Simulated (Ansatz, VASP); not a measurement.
# InAs: VASP beside Ansatz

```
In As
1.0
     0.00000    2.99399    2.99399
     2.99399    0.00000    2.99399
     2.99399    2.99399    0.00000
In As
1 1
Direct
  0.00000 0.00000 0.00000
  0.75000 0.75000 0.75000
```

Alike in both runs: task single point; functional LDA; k mesh 6 × 6 × 6; occupations gaussian, width 0.05 eV; no spin polarisation.

```csv
,VASP,Ansatz
version,VASP 6.6.1,Ansatz 0.2.0
potentials or method,"VASP PAW LDA potentials, release 64 (In_d, As)","scalar-relativistic, plane waves, PAW"
plane-wave cutoff (eV),520,420
valence electrons in the cell,18,28
```

Ansatz gave:

| Item | Value |
| --- | --- |
| gap on the k mesh at the Fermi level (eV) | none |
| pressure (GPa) | 1.3 |

Task: Estimate VASP's values.

Result: gap on the k mesh at the Fermi level (eV): none; pressure (GPa): 1.4.

A gap of «none» marks a metal or a gap that the smearing closes. The two sets of potentials don't hold the same shells in valence.
